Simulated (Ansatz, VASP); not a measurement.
**CaO (Lime) in two plane-wave programs**

One calculation is typed for both programs; each brings its own data sets and cutoff. How far apart do they land?

Method: plane waves, with VASP 6.6.1 beside it; band structure at PBE-EpsX with an exact-exchange share of 0.264 and band structure at r2SCAN0, in Ansatz 0.2.0.

## 1. The starting structure

The structure is cubic, space group Fm-3m (No. 225). Conventional cell: a = 4.813 Å, b = 4.813 Å, c = 4.813 Å, α = 90.00°, β = 90.00°, γ = 90.00°. Nearest to Ca lie 6 O at 2.41 Å. Nearest to O lie 6 Ca at 2.41 Å. Farther neighbours and most contacts between anions are not listed.

As a file:

```
Ca O
1.0
     0.00000    2.40650    2.40650
     2.40650    0.00000    2.40650
     2.40650    2.40650    0.00000
Ca O
1 1
Direct
  0.00000 0.00000 0.00000
  0.50000 0.50000 0.50000
```

## 2. VASP: band structure, PBE-EpsX with an exact-exchange share of 0.264

Levels along a path test the potential and the projectors away from the mesh points.

Lines of VASP's logs that name or quote its potential files are left out, and so is its time.

The run reads the wave functions of an earlier VASP run, which isn't shown here.

Contents of INCAR:

```
SYSTEM = CaO
PREC = Accurate
ENCUT = 520
EDIFF = 1E-06
NELM = 100
ISMEAR = 0
SIGMA = 0.02
LREAL = .FALSE.
ALGO = Normal
LHFCALC = .TRUE.
AEXX = 0.264
GGA = PE
LASPH = .TRUE.
NBANDS = 14
PRECFOCK = Fast
HFRCUT = -1
LORBIT = 11
LWAVE = .FALSE.
LCHARG = .FALSE.
KPAR = 4
```

Contents of POSCAR:

```
CaO
1.0
    0.0000000000      2.4065000000      2.4065000000
    2.4065000000      0.0000000000      2.4065000000
    2.4065000000      2.4065000000      0.0000000000
Ca O
1 1
Direct
    0.0000000000      0.0000000000      0.0000000000
    0.5000000000      0.5000000000      0.5000000000
```

Contents of KPOINTS:

```
Automatic mesh
0
Gamma
5 5 5
0 0 0
```

Contents of KPOINTS_OPT:

```
Line mode
6
Line-mode
Reciprocal
  0.00000000   0.00000000   0.00000000 GAMMA
  0.50000000   0.00000000   0.50000000 X

  0.50000000   0.00000000   0.50000000 X
  0.50000000   0.25000000   0.75000000 W

  0.50000000   0.25000000   0.75000000 W
  0.37500000   0.37500000   0.75000000 K

  0.37500000   0.37500000   0.75000000 K
  0.00000000   0.00000000   0.00000000 GAMMA

  0.00000000   0.00000000   0.00000000 GAMMA
  0.50000000   0.50000000   0.50000000 L

  0.50000000   0.50000000   0.50000000 L
  0.62500000   0.25000000   0.62500000 U

  0.62500000   0.25000000   0.62500000 U
  0.50000000   0.25000000   0.75000000 W

  0.50000000   0.25000000   0.75000000 W
  0.50000000   0.50000000   0.50000000 L

  0.50000000   0.50000000   0.50000000 L
  0.37500000   0.37500000   0.75000000 K

  0.62500000   0.25000000   0.62500000 U
  0.50000000   0.00000000   0.50000000 X
```

Potentials, in the order of the species: Ca_sv and O (PBE family, release 64).

Launch:

```
$ mpirun -np 4 vasp_std
```

Numbers of over 12 decimals in the logs are rounded to 6 here.

Output:

```text
[banner, memory and clock lines left out]
running    4 mpi-ranks, on    1 nodes
 distrk:  each k-point on    1 cores,    4 groups
 distr:  one band on    1 cores,    1 groups

 POSCAR found type information on POSCAR CaO
 POSCAR found :  2 types and       2 ions
 LDA part: xc-table for (Slater+PW92), standard interpolation
 found WAVECAR, reading the header
 POSCAR, INCAR and KPOINTS ok, starting setup
 FFT: planning ... GRIDC
 FFT: planning ... GRID_SOFT
 FFT: planning ... GRID
 HFRCUT set to (new)   9.404513
 reading WAVECAR
 the WAVECAR file was read successfully
 initial charge from wavefunction
 entering main loop
       N       E                     dE             d eps       ncg     rms          rms(c)
DAV:   1    -0.156073917919E+02   -0.15607E+02   -0.24297E-01   280   0.646E+00    0.559E-01
DAV:   2    -0.156052228155E+02    0.21690E-02   -0.36484E-02   328   0.209E+00    0.313E-01
DAV:   3    -0.156040007814E+02    0.12220E-02   -0.61047E-03   304   0.871E-01    0.251E-01
DAV:   4    -0.156034804041E+02    0.52038E-03   -0.68560E-04   362   0.277E-01    0.145E-01
DAV:   5    -0.156032376969E+02    0.24271E-03   -0.44682E-04   316   0.171E-01    0.613E-02
DAV:   6    -0.156031897845E+02    0.47912E-04   -0.45670E-05   316   0.720E-02    0.334E-02
DAV:   7    -0.156031677261E+02    0.22058E-04   -0.81980E-06   392   0.386E-02    0.216E-02
DAV:   8    -0.156031631549E+02    0.45712E-05   -0.33188E-06   362   0.203E-02    0.137E-02
DAV:   9    -0.156031618514E+02    0.13035E-05   -0.13688E-06   230   0.120E-02    0.775E-03
DAV:  10    -0.156031616511E+02    0.20035E-06   -0.52143E-07   140   0.713E-03
   1 F= -.15603162E+02 E0= -.15603162E+02  d E =-.975023E-40
 Start KPOINTS_OPT (optional k-point list driver)
k-point batch [1-10\60]
       N       E                     dE             ncg
DAV:   1    -0.730788032675E+03   -0.53496E+04      280
DAV:   2    -0.216315109850E+04   -0.14324E+04      322
DAV:   3    -0.224739796943E+04   -0.84247E+02      322
DAV:   4    -0.225040885532E+04   -0.30109E+01      444
DAV:   5    -0.225047102108E+04   -0.62166E-01      370
DAV:   6    -0.225047243127E+04   -0.14102E-02      424
DAV:   7    -0.225047249074E+04   -0.59468E-04      334
DAV:   8    -0.225047249156E+04   -0.82617E-06      252
[...]
k-point batch [51-60\60]
       N       E                     dE             ncg
DAV:   1    -0.764224563182E+03   -0.75081E+04      280
DAV:   2    -0.219141386620E+04   -0.14272E+04      304
DAV:   3    -0.227517691146E+04   -0.83763E+02      352
DAV:   4    -0.227803770931E+04   -0.28608E+01      474
DAV:   5    -0.227810835721E+04   -0.70648E-01      388
DAV:   6    -0.227810977607E+04   -0.14189E-02      468
DAV:   7    -0.227810983842E+04   -0.62351E-04      392
DAV:   8    -0.227810983942E+04   -0.99890E-06      346
```

From OUTCAR (step 2):

```text
ion  position               nearest neighbor table
   1  0.000  0.000  0.000-   2 2.41   2 2.41   2 2.41   2 2.41   2 2.41   2 2.41
   2  0.500  0.500  0.500-   1 2.41   1 2.41   1 2.41   1 2.41   1 2.41   1 2.41

  LATTYP: Found a face centered cubic cell.
 ALAT       =     4.8130000000

 Subroutine GETGRP returns: Found 48 space group operations
 (whereof 48 operations were pure point group operations)

The static configuration has the point symmetry O_h .

 Found     10 irreducible k-points:

   k-points           NKPTS =     10   k-points in BZ     NKDIM =    125   number of bands    NBANDS=     14

   dimension x,y,z NGX =    28 NGY =   28 NGZ =   28
   dimension x,y,z NGXF=    56 NGYF=   56 NGZF=   56

   ENCUT  =  520.0 eV  38.22 Ry    6.18 a.u.   6.33  6.33  6.33*2*pi/ulx,y,z

   NELECT =      16.0000    total number of electrons

 k-points in reciprocal lattice and weights: Automatic mesh
   0.00000000  0.00000000  0.00000000       0.008
   0.20000000  0.00000000  0.00000000       0.064
   0.40000000  0.00000000  0.00000000       0.064
   0.20000000  0.20000000  0.00000000       0.048
   0.40000000  0.20000000  0.00000000       0.192
  -0.40000000  0.20000000  0.00000000       0.192
  -0.20000000  0.20000000  0.00000000       0.096
   0.40000000  0.40000000  0.00000000       0.048
  -0.40000000  0.40000000  0.00000000       0.096
  -0.40000000  0.40000000  0.20000000       0.192

  exchange ACFDT corr.  =         0.00000000  see jH, gK, PRB 81, 115126

 average (electrostatic) potential at core
       1 -38.3939       2 -63.0813

 E-fermi :   0.9758

 k-point     1 :       0.0000    0.0000    0.0000
  band No.  band energies     occupation
    ...
      4     -18.7967      2.00000
      5     -16.3503      2.00000
      6       0.7926      2.00000
      7       0.7926      2.00000
      8       0.7926      2.00000
      9       7.8255      0.00000
     10       9.8934      0.00000
     11       9.8934      0.00000
     12       9.8934      0.00000
     13      11.5233      0.00000
    ...

 k-point     2 :       0.2000    0.0000    0.0000
  band No.  band energies     occupation
    ...
      4     -18.8148      2.00000
      5     -15.7599      2.00000
      6      -0.4052      2.00000
      7       0.2981      2.00000
      8       0.2981      2.00000
      9       9.3807      0.00000
     10       9.8452      0.00000
     11      10.6101      0.00000
     12      10.6101      0.00000
     13      12.4702      0.00000
    ...

 k-point     3 :       0.4000    0.0000    0.0000
  band No.  band energies     occupation
    ...
      4     -18.8430      2.00000
      5     -15.0523      2.00000
      6      -1.8514      2.00000
      7      -0.3800      2.00000
      8      -0.3800      2.00000
      9      10.4335      0.00000
     10      11.5031      0.00000
     11      12.0303      0.00000
     12      12.0303      0.00000
     13      14.1899      0.00000
    ...

  energy-cutoff  :      520.00
  volume of cell :       27.87
      direct lattice vectors                 reciprocal lattice vectors
     0.000000000  2.406500000  2.406500000    -0.207770621  0.207770621  0.207770621
     2.406500000  0.000000000  2.406500000     0.207770621 -0.207770621  0.207770621
     2.406500000  2.406500000  0.000000000     0.207770621  0.207770621 -0.207770621

 POSITION                                       TOTAL-FORCE (eV/Angst)
 -----------------------------------------------------------------------------------
      0.00000      0.00000      0.00000        -0.000000      0.000000      0.000000
      2.40650      2.40650      2.40650         0.000000     -0.000000     -0.000000
 -----------------------------------------------------------------------------------
    total drift:                               -0.000000     -0.000000     -0.000000

  FREE ENERGIE OF THE ION-ELECTRON SYSTEM (eV)
  ---------------------------------------------------
  free  energy   TOTEN  =       -15.6031616511 eV

  energy  without entropy=      -15.6031616511  energy(sigma->0) =      -15.60316165

 total charge
# of ion       s       p       d       tot
------------------------------------------
    1        2.036   5.886   0.254   8.176
    2        1.552   3.488   0.000   5.041
--------------------------------------------------
tot          3.589   9.375   0.254  13.217

[... 3 further parts left out ...]
```

## 3. Ansatz: band structure, PBE-EpsX with an exact-exchange share of 0.264

Ansatz runs on its default PAW (the set named soft_2) files.

The same cell, functional, mesh and smearing now go to Ansatz, which takes its cutoff from its data sets.

Contents of input.yaml:

```yaml
crystal:
  lattice:
    - [0.0, 2.4065, 2.4065]
    - [2.4065, 0.0, 2.4065]
    - [2.4065, 2.4065, 0.0]
  atoms:
    - { symbol: Ca, position: [0.0, 0.0, 0.0] }
    - { symbol: O, position: [0.5, 0.5, 0.5] }
hamiltonian:
  xc: { exchange: pbe, correlation: pbe, exx: { coeff: 0.264 } }
  pseudopotentials: { kind: paw }
kpoints:
  mp_grid: { grid: [5, 5, 5] }
  band_path:
    path:
      - [0.0, 0.0, 0.0]
      - [0.5, 0.0, 0.5]
      - [0.5, 0.2, 0.7]
      - [0.4, 0.35, 0.75]
      - [0.15, 0.15, 0.3]
      - [0.2, 0.2, 0.2]
      - [0.55, 0.4, 0.55]
      - [0.6, 0.25, 0.65]
      - [0.5, 0.25, 0.75]
      - [0.5, 0.5, 0.5]
      - [0.375, 0.375, 0.75]
      - [0.5, 0.0, 0.5]
    npoints: 1
scf:
  occupations: { method: gaussian, width: 0.02 }
  n_extra_bands: 7
output:
  forces: true
  stress: true
  eigenvalues: true
```

Launch:

```
$ ansatz run input.yaml --threads 4 --pin off --max-ram 9216MiB --backend cpu --events-out ev --progress --plain --runs-dir out
```

Output:

```text
Warning: output.stress: scf.convergence.dr2_threshold = 1e-7 eV (the SCF's general default) is looser than the 2e-10 eV advised for a printed stress (1e-10 eV for each atom of the cell: 2). What an SCF threshold leaves in a stress goes as its square root, and in the free energy as the threshold itself, and one threshold admits the most on a small cell: [figures from the program's tests cut] Set scf.convergence.dr2_threshold to 2e-10 eV or tighter. The threshold is an SCF's pass mark: one that does not reach it within its budget of iterations ends unconverged, or closes short of it on a stop that the run arms, and scf.convergence.dr2_threshold's page says what that costs each kind of run
Warning: output.stress: scf.exx.energy_threshold = 1e-6 eV is looser than the 2e-8 eV advised for a stress under a hybrid functional (1e-8 eV for each atom of the cell: 2). Every SCF of the exchange loop can meet its threshold on dr2 while the loop round them stops early: no threshold on dr2 bounds what that leaves in the stress. Set scf.exx.energy_threshold to 2e-8 eV or tighter. The threshold is the loop's pass mark: a loop that does not reach it within its budget of cycles ends unconverged, and scf.exx.energy_threshold's page has the law
scf.n_extra_bands = 7 over 8 filled bands (N_el = 16.0): the run solves 15 bands
Engine: ansatz 0.2.0, x86_64-unknown-linux-gnu
Pseudopotentials: kind: paw
Pseudopotential: Ca, paw, valence charge 10, recommended cutoff 420 eV (normal), Ca.paw.azcp
Pseudopotential: O, paw, valence charge 6, recommended cutoff 420 eV (normal), O.paw.azcp
Functional definition: unnamed
  parameter a_1 = 0.264
  exchange = (1 - a_1)*pbe_x + a_1*exact_x
  correlation = pbe_c
Crystal: 2 atoms, lattice volume = 27.873 Å³
Basis set: ecut = 420 eV, 537 PW (Γ), exchange–correlation on 48×48×48 points (8 copies of the dense FFT grid, shifted against one another)
Bands: 15, of which v1, the nominal top of the filled ones, is band 8 counted from 1 (7 counted from 0)
Symmetry: 48 space group operations
Space group: Fm-3m (ITA 225), of the structure as read, at distance tolerance 3.0e-5 Å
k-points: 10 of 125
Non-local potential: Ca, projectors of the file, l = 0: 3, l = 1: 2, l = 2: 2
Non-local potential: O, projectors of the file, l = 0: 2, l = 1: 2, l = 2: 1
PAW form: soft (Blöchl's): semilocal exchange-correlation on the pseudo side does not see the compensation charge
PAW frozen core: Ca, regenerated for the run's functional, and the local potential with it (the file was generated under x = pbe(κ = 0.804, μ = 0.219515), c = pbe(β = 0.066725))
PAW frozen core: O, regenerated for the run's functional, and the local potential with it (the file was generated under x = pbe(κ = 0.804, μ = 0.219515), c = pbe(β = 0.066725))
PAW one-centre angular grid: Ca, 110 points (default); XC on 64 Gauss nodes
PAW one-centre angular grid: O, 110 points (default); XC on 64 Gauss nodes
Initial density: superposition of atomic densities (neutral atoms: chi_scale 0, normalization atom), corrected by the library's trained network
Initial wavefunctions: pseudopotential atomic-orbital guess
Functional: x = pbe(κ = 0.804, μ = 0.219515), c = pbe(β = 0.066725), warm-up for x = 0.736 pbe(κ = 0.804, μ = 0.219515) + 0.264 exact, c = pbe(β = 0.066725)
SCF iter   1: F=—  HF=-2387.721550 eV  |F-HF|=—  |Δ(HF+E_count)|=         —  Δρ=5.94e-4  dr2=4.88e-5  ethr=1.77e-3  ⟨swp⟩=2.0  Hψ=1048  notcnv=0
preconditioner: auto → none  [insulator: Δε(μ)=3.834 eV  Ē_g=19.953 eV  σ=0.020 eV  W_gap=1.00  n_scr=8 (ndim 8)  ℏωp=26.3 eV  f_vac=0.000  D(μ)=0.00/eV (n_scr^D=0)]
SCF iter   2: F=-2387.721759 eV  HF=-2387.721705 eV  |F-HF|=5.38e-5  |Δ(HF+E_count)|=   1.55e-4  Δρ=2.57e-4  dr2=8.44e-6  ethr=3.05e-7  ⟨swp⟩=3.7  Hψ=384  notcnv=0  defer=4
SCF 1 stopped early in 2 iterations: F = -2387.721759 eV  dr2 = 8.44e-6
  greatest PAW one-centre occupation: 0.995 electrons in one spin orbital (limit 2), on the Ca atom at site 0 (counted from 0), in its partial waves of l = 0
Initial density: handed on by an earlier stage of this run
Initial wavefunctions: those handed on with the density
Functional: x = 0.736 pbe(κ = 0.804, μ = 0.219515) + 0.264 exact, c = pbe(β = 0.066725)
Frozen-core exchange: fock
SCF iter   1: F=—  HF=-2388.706319 eV  |F-HF|=—  |Δ(HF+E_count)|=         —  Δρ=9.76e-3  dr2=4.37e-2  ethr=5.27e-7  ⟨swp⟩=6.3  Hψ=754  notcnv=0
preconditioner: auto → none  [insulator: Δε(μ)=6.614 eV  Ē_g=23.822 eV  σ=0.020 eV  W_gap=1.00  n_scr=8 (ndim 8)  ℏωp=26.3 eV  f_vac=0.000  D(μ)=0.00/eV (n_scr^D=0)]
SCF iter   2: F=—  HF=-2388.695282 eV  |F-HF|=—  |Δ(HF+E_count)|=   1.10e-2  Δρ=9.01e-3  dr2=1.57e-2  ethr=5.27e-7  ⟨swp⟩=4.8  Hψ=561  notcnv=0
SCF iter   3: F=—  HF=-2388.691894 eV  |F-HF|=—  |Δ(HF+E_count)|=   3.39e-3  Δρ=2.22e-3  dr2=2.43e-3  ethr=5.27e-7  ⟨swp⟩=4.1  Hψ=469  notcnv=0
SCF iter   4: F=—  HF=-2388.700554 eV  |F-HF|=—  |Δ(HF+E_count)|=   8.66e-3  Δρ=1.35e-3  dr2=8.38e-4  ethr=5.27e-7  ⟨swp⟩=4.0  Hψ=460  notcnv=0
SCF iter   5: F=—  HF=-2388.700306 eV  |F-HF|=—  |Δ(HF+E_count)|=   2.48e-4  Δρ=2.06e-4  dr2=2.64e-5  ethr=5.27e-7  ⟨swp⟩=3.0  Hψ=320  notcnv=0
SCF iter   6: F=-2388.700415 eV  HF=-2388.700415 eV  |F-HF|=5.82e-7  |Δ(HF+E_count)|=   1.09e-4  Δρ=1.15e-4  dr2=4.12e-6  ethr=6.77e-8  ⟨swp⟩=3.8  Hψ=324  notcnv=0
SCF 2 stopped early in 6 iterations: F = -2388.700415 eV  dr2 = 4.12e-6
  greatest PAW one-centre occupation: 0.996 electrons in one spin orbital (limit 2), on the Ca atom at site 0 (counted from 0), in its partial waves of l = 0
hybrid outer 1: dexx = +1.045e-2 eV, tail = 2.56e-5 eV
Frozen-core exchange: fock
SCF iter   1: F=—  HF=-2388.700523 eV  |F-HF|=—  |Δ(HF+E_count)|=         —  Δρ=6.68e-5  dr2=5.14e-7  ethr=8.00e-7  ⟨swp⟩=3.9  Hψ=368  notcnv=0
preconditioner: auto → none  [insulator: Δε(μ)=6.393 eV  Ē_g=23.746 eV  σ=0.020 eV  W_gap=1.00  n_scr=8 (ndim 8)  ℏωp=26.3 eV  f_vac=0.000  D(μ)=0.00/eV (n_scr^D=0)]
SCF iter   2: F=—  HF=-2388.700523 eV  |F-HF|=—  |Δ(HF+E_count)|=   4.17e-7  Δρ=2.49e-5  dr2=1.43e-7  ethr=2.88e-9  ⟨swp⟩=3.9  Hψ=305  notcnv=0
iter 3 solved again at ethr=1.61e-11 eV; its pass at ethr=8.04e-10 eV (dr2=2.57e-9 eV) is discarded
SCF iter   3: F=-2388.700523 eV  HF=-2388.700523 eV  |F-HF|=4.54e-9  |Δ(HF+E_count)|=   2.65e-8  Δρ=7.00e-6  dr2=4.02e-9  ethr=1.61e-11  ⟨swp⟩=3.1  Hψ=613  notcnv=0
SCF 3 converged in 3 iterations: F = -2388.700523 eV  dr2 = 4.02e-9
  Residual-converged pass: ⟨swp⟩=2.8  Hψ=240  notcnv=0  max |occ|·‖R‖ = 2.4e-6 eV (tolerance 2.4e-6 eV)  dr2=4.04e-9  dr2_onsite=4.99e-10  max |Δocc| = 0.0e0
hybrid outer 2: dexx = +3.896e-7 eV, tail = 1.67e-8 eV, Δε = 3.15e-3 eV (about 1.11e-4 eV left of the loop's levels)
NSCF: frozen V_eff on 12 k-points
hybrid SCF converged: 2 outer / 9 inner (+2 warm-up), last move |dexx| = 3.90e-7 eV, tail = 1.67e-8 eV
Stability not checked: this state was not tested for a lower state beside it, because the functional holds exact exchange (a hybrid, or Hartree-Fock), whose exchange loop this test does not read (fock_operator; see scf.lower_state_search)
Free energy (F): -2388.700523 eV
Frozen-core exchange: fock
Harris-Foulkes:  -2388.700523 eV  (|F-HF|=4.54e-9)
Internal energy: -2388.700523 eV  (E = F + TS)
E sigma→0 (E₀):  -2388.700523 eV
Fermi energy:    9.305623 eV
--- Per-component energies (eV) ---
  E_band       = -142.713126
  E_kinetic    = 456.981348
  E_local      = -892.724655  (includes V_loc(G=0)·N_el)
  E_nonlocal   = 109.958734
  E_hartree    = 296.444264
  E_xc         = -161.673556
  E_vxc        = -203.353013  (∫ρ·V_xc dr)
  E_exx        = -58.047937  (= α·E_x^exact, valence–valence)
  E_paw        = -1011.081261  (= ΣΔE_a)
  E_vpaw       = -90.370572  (= ΣTr[D̂ρ^β])
  E_aug_tail   = 0.002412  (compensation charges beyond the density's cutoff)
  E_ewald      = -1128.379897
  E_core_change = -0.179977  (= ΣΔE_core)
  E_smearing   = -0.000000  (= −TS)
  E_closure    = 0.000001  (closes the sum)
  Σ components = -2388.700523   (vs F -2388.700523, Δ=0.00e0)
--- Forces (eV/Å), atoms counted from 1 ---
  atom   1  Ca    -0.00000000     0.00000000     0.00000000
  atom   2  O      0.00000000    -0.00000000     0.00000000
  max |Σ_I F_I| component: 1.83e-29 eV/Å
--- Stress (GPa, compression-positive) ---
       -1.252604       0.000000      -0.000000
        0.000000      -1.252604       0.000000
       -0.000000       0.000000      -1.252604
  P = ⅓ Tr σ = -1.2526 GPa (-12.526 kbar)
--- Band table (eV; the first three rows and the last of 10) ---
  k-point 0: bands = [... 4 lower, -11.0173, 6.1089, 6.1089, 6.1089, 13.1678, 15.2149, 15.2149, 15.2149, ... 3 higher]
  k-point 1: bands = [... 4 lower, -10.4338, 4.9200, 5.6212, 5.6212, 14.7127, 15.1663, 15.9273, 15.9273, ... 3 higher]
  k-point 2: bands = [... 4 lower, -9.7349, 3.4836, 4.9490, 4.9490, 15.7517, 16.8272, 17.3411, 17.3411, ... 3 higher]
  k-point 9: bands = [... 4 lower, -10.2103, 4.3609, 4.9831, 5.1296, 14.4620, 16.1995, 17.6644, 18.5788, ... 3 higher]
```

The job ended after 7.7 s (4 threads of AMD EPYC 9R14 (Zen 4), shared host; peak memory 0.57 GiB; 27 s of CPU time).

## 4. Comparison

Known differences besides the potentials themselves: exact exchange at q = 0 is treated differently, which shows on coarse meshes; VASP keeps PBE cores, Ansatz makes them for the functional; the cutoff is 420 eV in Ansatz and 520 eV in VASP; VASP takes a coarser grid for exact exchange (PRECFOCK = Fast). Total energies have different zeros and are not compared.

Compared:

| quantity | Ansatz | VASP | difference |
| --- | --- | --- | --- |
| gap over the path points (eV) | 6.194 | 6.176 | +0.017 |

Levels at points of the path, from each program's valence-band top (eV; 3 filled, then empty):

| k (reciprocal lattice) | Ansatz | VASP |
| --- | --- | --- |
| 0.000 0.000 0.000 | 0.00 0.00 0.00 7.06 9.11 9.11 | 0.00 0.00 0.00 7.03 9.10 9.10 |
| 0.500 0.000 0.500 | -1.48 -0.43 -0.43 6.19 11.05 12.06 | -1.48 -0.43 -0.43 6.18 11.04 12.06 |
| 0.500 0.200 0.700 | -1.30 -1.30 -1.01 8.21 10.00 11.45 | -1.31 -1.30 -1.01 8.21 10.00 11.45 |
| 0.400 0.350 0.750 | -1.44 -1.35 -0.87 7.85 10.80 11.63 | -1.45 -1.35 -0.87 7.84 10.80 11.63 |
| 0.150 0.150 0.300 | -1.56 -0.76 -0.40 8.78 9.04 9.83 | -1.57 -0.77 -0.40 8.78 9.03 9.83 |
| 0.200 0.200 0.200 | -1.19 -0.49 -0.49 8.60 9.06 9.82 | -1.20 -0.49 -0.49 8.59 9.05 9.82 |
| 0.550 0.400 0.550 | -2.51 -1.24 -1.18 9.63 10.17 11.65 | -2.53 -1.25 -1.19 9.63 10.17 11.65 |
| 0.600 0.250 0.650 | -1.44 -1.35 -0.87 7.85 10.80 11.63 | -1.45 -1.35 -0.87 7.84 10.80 11.63 |
| 0.500 0.250 0.750 | -1.39 -1.17 -1.17 9.09 9.09 11.47 | -1.40 -1.17 -1.17 9.09 9.09 11.48 |
| 0.500 0.500 0.500 | -2.84 -1.26 -1.26 9.95 10.90 11.52 | -2.86 -1.28 -1.28 9.95 10.90 11.53 |

Among the levels compared at these points, filled levels agree within 19 meV and empty ones within 26 meV.

(Continued in part 2 of 2.)

[Lines on the potential files, build, host, timing and source positions are cut from VASP's logs without a mark.]

[Logs are printed without paths, hosts, clocks, repeated set-up lines and the standing remarks that a program may print on its own settings, such as how far it seeks lower states.]

[Hosts, paths, dates, database ids (printed as entryN), source tags and the programs' standing remarks are cut or masked in the printed files.]
